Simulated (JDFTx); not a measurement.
## SiC (Moissanite) under changes of volume

One of the cells (10.341 Å³/atom); the others are scaled copies at fixed shape and fractional positions:

```xyz
4
Lattice="3.0760 0.0000 0.0000 -1.5380 2.6639 0.0000 0.0000 0.0000 5.0480" Properties=species:S:1:pos:R:3 pbc="T T T"
Si    1.5380    0.8880    2.5240
Si    0.0000    1.7759    0.0000
C     1.5380    0.8880    4.4675
C     0.0000    1.7759    1.9435
```

| Property | Result |
| --- | --- |
| Program | JDFTx 1.7.0 (patched build) |
| Functional | PBEsol |
| Potentials or basis | PseudoDojo-SR-PBEsol-0.4.1-standard with smoothed tails |
| Cutoff | 1116 eV |
| Density cutoff | 8925 eV |
| k mesh | 10 × 10 × 5 |
| Occupations | fermi-dirac, width 0.05 eV |
| Spin | no spin polarisation |

| volume (Å³/atom) | energy over the lowest point (meV/atom) | pressure (GPa) | gap on the mesh (eV) | largest force (eV/Å) |
| --- | --- | --- | --- | --- |
| 9.721 | 30.08 | 15.8 | 2.23 | 0.859 |
| 9.927 | 13.28 | 10.1 | 2.26 | 0.823 |
| 10.134 | 3.47 | 5.0 | 2.30 | 0.788 |
| 10.341 | 0.00 | 0.3 | 2.33 | 0.756 |
| 10.548 | 2.28 | -3.9 | 2.36 | 0.725 |
| 10.755 | ? | ? | ? | ? |
| 10.961 | 21.99 | -11.2 | 2.37 | 0.667 |

Problem. What does the run at 10.755 Å³/atom give?

Solution. Energy over the lowest point 9.77 meV/atom; pressure -7.8 GPa; gap on the mesh 2.39 eV; largest force 0.695 eV/Å.

Worked out: A Birch-Murnaghan fit of order 3 (a polynomial in V^(-2/3)) to the other rows has its minimum at 10.36 Å³/atom with B0 = V·E''(V) = 221 GPa and B' = 4.0 at fixed shape and positions, which overstates the stiffness. It gives 9.81 meV/atom at 10.755 Å³/atom, against the run's 9.77, and -dE/dV = -7.7 GPa, against -7.8. A parabola through the other rows of the gap, of slope 0.565 eV per unit of ln V there, gives 2.37 eV, against the run's 2.39.

Energies are extrapolated to zero smearing.

Caveats: an odd mesh through Γ misses points on the zone boundary, where band edges often lie.
